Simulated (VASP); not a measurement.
Set up this calculation in VASP 6.6.1, as the native input.

| Item | Value |
| --- | --- |
| Task | band structure |
| Functional | TB-mBJ |
| Potentials or basis | VASP PAW PBE potentials, release 64 (Pb_d, S) |
| Cutoff | 520 eV |
| k mesh | 8 × 8 × 8 |
| Occupations | gaussian, width 0.02 eV |
| Spin | no spin polarisation |
| Further INCAR settings | ALGO = Normal; EDIFF = 1e-07 |

PbS (Galena):

```
Pb S
1.0
     0.00000    2.96575    2.96575
     2.96575    0.00000    2.96575
     2.96575    2.96575    0.00000
Pb S
1 1
Direct
  0.00000 0.00000 0.00000
  0.50000 0.50000 0.50000
```

One way to write it, as run:

POSCAR

```
PbS
1.0
    0.0000000000      2.9657500000      2.9657500000
    2.9657500000      0.0000000000      2.9657500000
    2.9657500000      2.9657500000      0.0000000000
Pb S
1 1
Direct
    0.0000000000      0.0000000000      0.0000000000
    0.5000000000      0.5000000000      0.5000000000
```

INCAR.step1

```
PREC     = Accurate       # precision mode
ENCUT    = 520            # plane-wave cutoff, eV
EDIFF    = 1E-5           # SCF threshold, eV
ISMEAR   = 0              # smearing method
SIGMA    = 0.02           # smearing width, eV
LREAL    = False          # projectors in reciprocal space
LASPH    = True           # aspherical terms in the spheres
NELM     = 60             # most SCF steps
ALGO     = Normal         # electronic algorithm
ISIF     = 2              # what is computed and relaxed
LWAVE    = True           # write WAVECAR
LCHARG   = False          # write CHGCAR
GGA      = PE             # functional
```

INCAR.step2

```
PREC     = Accurate       # precision mode
ENCUT    = 520            # plane-wave cutoff, eV
EDIFF    = 1E-7           # SCF threshold, eV
ISMEAR   = 0              # smearing method
SIGMA    = 0.02           # smearing width, eV
LREAL    = False          # projectors in reciprocal space
LASPH    = True           # aspherical terms in the spheres
NELM     = 60             # most SCF steps
ALGO     = Normal         # electronic algorithm
ISIF     = 2              # what is computed and relaxed
LWAVE    = False          # write WAVECAR
LCHARG   = False          # write CHGCAR
METAGGA  = MBJ            # meta-GGA
ISTART   = 1
```

KPOINTS

```
regular mesh
0
Gamma
  8 8 8
```

KPOINTS_OPT

```
path GXWKGLUWLK,UX
15
line-mode
reciprocal
 0.0000000000  0.0000000000  0.0000000000  G
 0.5000000000  0.0000000000  0.5000000000  X

 0.5000000000  0.0000000000  0.5000000000  X
 0.5000000000  0.2500000000  0.7500000000  W

 0.5000000000  0.2500000000  0.7500000000  W
 0.3750000000  0.3750000000  0.7500000000  K

 0.3750000000  0.3750000000  0.7500000000  K
 0.0000000000  0.0000000000  0.0000000000  G

 0.0000000000  0.0000000000  0.0000000000  G
 0.5000000000  0.5000000000  0.5000000000  L

 0.5000000000  0.5000000000  0.5000000000  L
 0.6250000000  0.2500000000  0.6250000000  U

 0.6250000000  0.2500000000  0.6250000000  U
 0.5000000000  0.2500000000  0.7500000000  W

 0.5000000000  0.2500000000  0.7500000000  W
 0.5000000000  0.5000000000  0.5000000000  L

 0.5000000000  0.5000000000  0.5000000000  L
 0.3750000000  0.3750000000  0.7500000000  K

 0.6250000000  0.2500000000  0.6250000000  U
 0.5000000000  0.0000000000  0.5000000000  X
```

Potentials or basis: VASP PAW PBE potentials, release 64 (Pb_d, S).

The run is started by

```bash
$ cat potpaw_PBE.64/Pb_d/POTCAR potpaw_PBE.64/S/POTCAR > POTCAR
$ cp INCAR.step1 INCAR
$ mpirun -np 1 vasp_std > vasp.out
$ cp INCAR.step2 INCAR
$ mpirun -np 1 vasp_std > vasp.out
```

Results of the run:

- Band gap on the k mesh: 1.08 eV, direct
- Band gap along the path: 1.08 eV, direct

Caveat: spin-orbit coupling is left out, which as a rule narrows the gap of such compounds by several tenths of an eV.

Run time: 64 s on 1 thread of Intel(R) Xeon(R) 6975P-C (Granite Rapids), on a shared host, peak memory 0.2 GiB.
